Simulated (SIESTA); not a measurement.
# TiO under changes of volume

One of the cells (12.880 Å³/atom); the others are scaled copies at fixed shape and fractional positions:

```xyz
2
Lattice="3.0310 0.0000 0.0000 -1.5155 2.6249 0.0000 0.0000 0.0000 3.2377" Properties=species:S:1:pos:R:3 pbc="T T T"
Ti    1.5155    0.8750    0.0000
O     0.0000    0.0000    1.6188
```

```yaml
Program: SIESTA 5.4.2
Functional: LDA
Potentials_or_basis: PseudoDojo 0.4 standard (LDA files)
Basis: DZP (energy shift 0.003 Ry; two zetas on semicore shells)
Grid_cutoff: 800 Ry
Energy_shift: 0.003 Ry
k_mesh: 10 × 10 × 8
Occupations: fermi-dirac, width 0.05 eV
Spin: no spin polarisation
```

| volume (Å³/atom) | energy over the lowest point (meV/atom) | pressure (GPa) |
| --- | --- | --- |
| 12.107 | 0.00 | -41.9 |
| 12.365 | 68.36 | -43.0 |
| 12.622 | 138.39 | -44.0 |
| 12.880 | 209.85 | -44.8 |
| 13.137 | 282.30 | -45.4 |
| 13.395 | 355.69 | -45.8 |
| 13.653 | ? | ? |

**Question.** What does the run at 13.653 Å³/atom give?

**Answer.** Energy over the lowest point 429.58 meV/atom; pressure -46.1 GPa.

Worked out: A Birch-Murnaghan fit of order 3 (a polynomial in V^(-2/3)) to the other rows has no minimum within the range. It gives 429.63 meV/atom at 13.653 Å³/atom, against the run's 429.58, and -dE/dV = -46.0 GPa, against -46.1.

Energies are extrapolated to zero smearing.

Caveats: the cell as given lies far from equilibrium; the basis of atomic orbitals isn't converged, which shifts pressures, moduli and gaps.
